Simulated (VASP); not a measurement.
# Ir (R-3m) in VASP: a series of runs, part 2 of 2

VASP 6.6.1.

### Step 3. Relaxation of cell and atoms, PBE

This run uses another cell than the first one, of 16.63 Å³/atom, 1.097 times its volume.

INCAR reads:

```
PREC = Accurate
ENCUT = 600
EDIFF = 1E-6
ISMEAR = 0
SIGMA = 0.1
LREAL = F
LASPH = T
NELM = 100
ALGO = Normal
ISIF = 3
LWAVE = F
LCHARG = F
GGA = PE
IBRION = 2
NSW = 90
EDIFFG = -0.04
```

KPOINTS reads:

```
Automatic mesh
0
Gamma
  6 6 6
```

POSCAR reads:

```
Ir
1.0
    1.5885846680      0.9171697856      3.8039672912
   -1.5885846680      0.9171697856      3.8039672912
    0.0000000000     -1.8343395714      3.8039672912
Ir
2
Direct
    0.0577000000      0.0577000000      0.0577000000
    0.9423000000      0.9423000000      0.9423000000
```

Potentials or basis: VASP PAW PBE potentials, release 64 (Ir).

Launch:

```
$ cat potpaw_PBE.64/Ir/POTCAR > POTCAR
$ mpirun -np 1 vasp_std > vasp.out
```

OUTCAR:

```text
PREC = Accurate
   ENCUT = 600
   EDIFF = 1E-6
   ISMEAR = 0
   LREAL = F
   LASPH = T
   NELM = 100
   ISIF = 3
   GGA = PE
   IBRION = 2
   NSW = 90
   EDIFFG = -0.04

 ion  position               nearest neighbor table
   1  0.058  0.058  0.058-   2 1.32   2 3.09   2 3.09   2 3.09
   2  0.942  0.942  0.942-   1 1.32   1 3.09   1 3.09   1 3.09

 -----------------------------------------------------------------------------
|                                                                             |
|           W    W    AA    RRRRR   N    N  II  N    N   GGGG   !!!           |
|           W    W   A  A   R    R  NN   N  II  NN   N  G    G  !!!           |
|           W    W  A    A  R    R  N N  N  II  N N  N  G       !!!           |
|           W WW W  AAAAAA  RRRRR   N  N N  II  N  N N  G  GGG   !            |
|           WW  WW  A    A  R   R   N   NN  II  N   NN  G    G                |
|           W    W  A    A  R    R  N    N  II  N    N   GGGG   !!!           |
|                                                                             |
|     The distance between some ions is very small. Please check the          |
|     nearest-neighbor list in the OUTCAR file.                               |
|     I HOPE YOU KNOW WHAT YOU ARE DOING!                                     |
|                                                                             |
 -----------------------------------------------------------------------------

  LATTYP: Found a trigonal (rhomboedric) cell.
 ALAT       =     4.2231467907
 COS(alpha) =     0.7170052526

  Lattice vectors:

 A1 = (   1.5885846680,   0.9171697856,   3.8039672912)
 A2 = (  -1.5885846680,   0.9171697856,   3.8039672912)
 A3 = (   0.0000000000,  -1.8343395714,   3.8039672912)

Analysis of symmetry for initial positions (statically):
=====================================================================
 Subroutine PRICEL returns:
 Original cell was already a primitive cell.

 Routine SETGRP: Setting up the symmetry group for a
 trigonal (rhombohedral) supercell.

 Subroutine GETGRP returns: Found 12 space group operations
 (whereof 12 operations were pure point group operations)
 out of a pool of 12 trial point group operations.

[... 142 lines left out ...]
   IVDW    =     0    specifies the selected vdW correction
   LEPSILON=     F    determine dielectric tensor
   LRPA    =     F    only Hartree local field effects (RPA)
 conjugate gradient relaxation of ions
 non-spin polarized calculation
 Gauss-broadening in eV      SIGMA  =   0.10
  energy-cutoff  :      600.00
  volume of cell :       33.25
 maximum number of plane-waves:      1125
 NGX is ok and might be reduce to    36
   NGX = 17   NGY = 17   NGZ = 17

--------------------------------------- Ionic step        1  -------------------------------------------

 number of electron      17.9999999 magnetization

 Free energy of the ion-electron system (eV)
  ---------------------------------------------------
  ext. energy  EPLUGINS =         0.00000000
  ---------------------------------------------------
  free energy    TOTEN  =        22.97099505 eV

  energy without entropy =       22.98475023  energy(sigma->0) =       22.97787264

------------------------ aborting loop because EDIFF is reached ----------------------------------------

  FORCE on cell =-STRESS in cart. coord.  units (eV):
  Direction    XX          YY          ZZ          XY          YZ          ZX
  --------------------------------------------------------------------------------------
  -------------------------------------------------------------------------------------
  Total       -1.3255454     -1.3255454    184.4477049      0.0000000     -0.0000000      0.0000000
  in kB      -63.8641386    -63.8641386   8886.6015425      0.0000000     -0.0000002      0.0000000
  external PRESSURE =    2919.6244218 kB  Pullay stress =       0.0000000 kB
[... 1652 lines left out ...]
      2       3.7689      2.00000
      3       4.2957      2.00000
      4       5.2277      2.00000
      5       6.1848      2.00000
      6       6.9311      2.00000
      7       8.5912      2.00000
      8       8.9180      2.00000
      9       9.9469      1.99932
     10      11.3153      0.00000
     11      14.6674      0.00000
     12      15.2064      0.00000
     13      18.7657      0.00000

 [... further k-points ...]

[... ionic steps 4 to 38 ...]

--------------------------------------- Ionic step       39  -------------------------------------------

 number of electron      18.0000000 magnetization

------------------------ aborting loop because EDIFF is reached ----------------------------------------
[... 67 lines left out ...]
--------------------------------------- Ionic step       41  -------------------------------------------

 number of electron      18.0000000 magnetization

 Free energy of the ion-electron system (eV)
  ---------------------------------------------------
  ext. energy  EPLUGINS =         0.00000000
  ---------------------------------------------------
  free energy    TOTEN  =       -17.28047260 eV

  energy without entropy =      -17.26915066  energy(sigma->0) =      -17.27481163

 E-fermi :   8.9845     XC(G=0): -13.5186

 val. band max:        8.9595128780   @ k =  -0.3333  -0.3333   0.1667
 cond. band min:       8.9848568501   @ k =   0.3333   0.1667   0.0000
 fundamental gap:      0.0253439721
 Fermi energy:         8.9845029679
[... 413 lines left out ...]
  FREE ENERGIE OF THE ION-ELECTRON SYSTEM (eV)
  ---------------------------------------------------
  free  energy   TOTEN  =       -17.2804726007 eV

  energy  without entropy=      -17.2691506631  energy(sigma->0) =      -17.27481163

 reached required accuracy - stopping structural energy minimisation
```

OSZICAR:

```text
N       E                     dE             d eps       ncg     rms          rms(c)
DAV:   1     0.204195952894E+03    0.20420E+03   -0.91056E+03   832   0.152E+03
DAV:   2     0.312599793730E+02   -0.17294E+03   -0.16153E+03   847   0.398E+02
DAV:   3     0.221736712267E+02   -0.90863E+01   -0.88254E+01  1007   0.952E+01
[... 476 lines left out ...]
DAV:   1    -0.172807478533E+02   -0.32586E-03   -0.11114E-02   867   0.124E+00    0.108E-01
DAV:   2    -0.172805070480E+02    0.24081E-03   -0.39766E-04   967   0.261E-01    0.412E-02
DAV:   3    -0.172804740680E+02    0.32980E-04   -0.87157E-05  1001   0.105E-01    0.176E-02
DAV:   4    -0.172804727908E+02    0.12772E-05   -0.73194E-06   882   0.323E-02    0.351E-03
DAV:   5    -0.172804726007E+02    0.19012E-06   -0.68682E-07   436   0.948E-03
  41 F= -.17280473E+02 E0= -.17274812E+02  d E =-.508080E-04
```

It took 6.5 min on 1 thread of Intel Xeon 6975P-C (Granite Rapids), shared host; peak memory 0.24 GiB.

Results:

```
Free energy                            : -17.2805 eV
Relaxed volume                         : 15.18 Å³/atom
Relaxed cell                           : a = 5.012 Å, b = 5.012 Å, c = 5.012 Å, α = 31.41°, β = 31.41°, γ = 31.41°
Space group after relaxing (to 0.05 Å) : R-3m (No. 166)
Energy gained by relaxing              : 20125.7 meV/atom
Ionic steps                            : 41
Pressure after relaxing                : -0.1 GPa
Largest force after relaxing           : 0.009 eV/Å
Band gap on the k mesh                 : none (metal or under the smearing width)
```

Forces in eV/Å, atoms in the order of the input:
```
Ir   0.000  0.000 -0.009
Ir   0.000  0.000  0.009
```

The path:
```
step  energy change (eV)  largest force (eV/Å)  pressure (GPa)  volume (Å³)
   1              0.0000              140.8622          291.96        33.25
   3             31.0413                0.7188          -55.35       142.15
   5            -29.5041                1.5401          -46.94        79.94
   7            -29.9734                0.3357          -41.51        79.03
   9            -35.2167                2.5021          -30.03        68.33
  11            -35.5500                1.3746          -26.67        67.25
  13            -35.6692                0.3286          -22.56        66.42
  15            -37.4310                1.0644          -20.71        56.54
  17            -38.5679                2.4799           16.48        43.15
  19            -38.6839                2.0076            2.78        45.63
  21            -38.7596                0.4798           -0.77        45.59
  23            -38.8648                0.0029           -6.43        44.17
  25            -38.9258                0.5862            2.94        40.83
  27            -38.9918                0.1704            2.51        38.41
  29            -39.8720                0.7111           35.59        27.90
  31            -39.8729                1.0254           31.24        28.25
  33            -40.1594                0.8198           -3.47        30.79
  35            -40.2356                0.5512            2.94        30.07
  37            -40.2496                0.1876            0.13        30.33
  39            -40.2514                0.0129            0.39        30.32
  41            -40.2515                0.0093           -0.09        30.37
```

Final structure:
```
Ir
1.0
     1.35689    0.78340    4.76112
    -1.35689    0.78340    4.76112
     0.00000   -1.56680    4.76112
Ir
2
Direct
  0.58922 0.58922 0.58922
  0.41078 0.41078 0.41078
```

Levels at points of the mesh, in eV from the Fermi level:
| k point | band 5 | band 6 | band 7 | band 8 | band 9 | band 10 | band 11 | band 12 | band 13 |
| --- | --- | --- | --- | --- | --- | --- | --- | --- | --- |
| (0.00, 0.00, 0.00) | -3.10 | -3.09 | -3.09 | -0.75 | -0.28 | -0.28 | -0.28 | -0.28 | 6.09 |
| (0.50, 0.00, 0.00) | -1.89 | -1.25 | -1.12 | -0.85 | 1.32 | 1.65 | 2.74 | 3.98 | 6.15 |
| (0.50, 0.50, 0.00) | -3.09 | -2.32 | -1.23 | 0.99 | 1.45 | 1.55 | 3.29 | 3.66 | 6.11 |
| (0.50, 0.50, 0.50) | -3.34 | -2.94 | -2.94 | -2.80 | -1.32 | -1.32 | 1.11 | 1.11 | 12.87 |

Caveat: the k mesh is coarse (spacing up to 0.39 Å⁻¹), so the values aren't converged. The run has no spin-orbit coupling, so splittings on Ir are missing.

### Step 4. Single point, PBE

This run uses another cell than the first one, of 16.63 Å³/atom, 1.097 times its volume.

INCAR reads:

```
SYSTEM = Ir
PREC = Accurate
ENCUT = 520
EDIFF = 1E-7
ISMEAR = 0
SIGMA = 0.1
LREAL = .FALSE.
LASPH = .TRUE.
NELM = 100
ALGO = Normal
ISIF = 2
LWAVE = .FALSE.
LCHARG = .FALSE.
GGA = PE
NBANDS = 16
```

KPOINTS reads:

```
Automatic mesh
0
G
  6 6 6
  0 0 0
```

POSCAR reads:

```
Ir
1.0
    0.0000000000      2.4626725258      3.9084577817
    1.7274522211      0.0000000000      3.9084577817
    1.7274522211      2.4626725258      0.0000000000
Ir
2
Direct
    0.0871000000      0.0871000000      0.9129000000
    0.9129000000      0.9129000000      0.0871000000
```

Launch:

```
$ cat potpaw_PBE.64/Ir/POTCAR > POTCAR
$ mpirun -np 1 vasp_std > vasp.out
```

Run time: 14 s. Hardware: 1 thread of Intel Xeon 6975P-C (Granite Rapids), shared host; peak memory 0.18 GiB.

It converged, with:

| Property | Result |
| --- | --- |
| Free energy | 17.1057 eV |
| Pressure | 250.0 GPa |
| Largest force | 118.235 eV/Å |
| Band gap on the k mesh | none (metal or under the smearing width) |

Forces on the atoms (eV/Å):
```
Ir     0.000    0.000  118.235
Ir     0.000    0.000 -118.235
```

Stress tensor (GPa, compression positive):
```
  1.31   0.00   0.00
  0.00 -10.62   0.00
  0.00   0.00 759.33
```

Levels at points of the mesh, in eV from the Fermi level:
```tsv
k point	band 6	band 7	band 8	band 9	band 10	band 11	band 12	band 13
(0.00, 0.00, 0.00)	-6.77	-5.72	-2.46	-0.28	1.14	2.66	6.72	7.73
(0.50, 0.00, 0.00)	-3.93	-2.92	-2.56	-0.60	0.42	2.21	3.66	4.83
(0.50, 0.50, 0.00)	-6.09	-3.42	-1.82	-1.74	-0.35	3.08	4.24	9.46
(0.50, 0.00, 0.50)	-3.58	-1.66	-0.95	-0.57	0.82	1.04	1.76	7.16
(0.00, 0.50, 0.50)	-3.16	-3.10	-2.09	0.38	1.00	3.50	4.10	4.96
```

Caveat: the k mesh is coarse (spacing up to 0.39 Å⁻¹), so the values aren't converged; a pressure of tens of GPa on the cell as given is suspect, and the run, the potentials or the cell itself is likely at fault; forces of over 1 eV/Å show positions far from the minimum, so gaps and moduli don't describe the material at rest. The run has no spin-orbit coupling, so splittings on Ir are missing.

### Step 5. The runs side by side

```tsv
task	cell	cutoff (eV)	gap on the mesh (eV)	pressure (GPa)	largest force (eV/Å)
single point	R-3m, 15.16 Å³/atom	520	none	0.3	0.03
relaxation of cell and atoms	relaxed	600	none	-0.1	0.01
single point	Fmmm, 16.63 Å³/atom	520	none	250.0	118.24
```

Alike in all rows: level PBE; potentials or basis VASP PAW PBE potentials, release 64 (Ir); no spin polarisation; k mesh 6 × 6 × 6; smearing gaussian 0.1 eV; the mesh is coarse, so values aren't converged.

Caveats: all runs use coarse meshes; a pressure of tens of GPa on the cell as given is suspect, and the run, the potentials or the cell itself is likely at fault (some runs); forces of over 1 eV/Å show positions far from the minimum, so gaps and moduli don't describe the material at rest (some runs).

Total energies depend on the potentials used, so only differences within one code and one set of settings carry meaning.
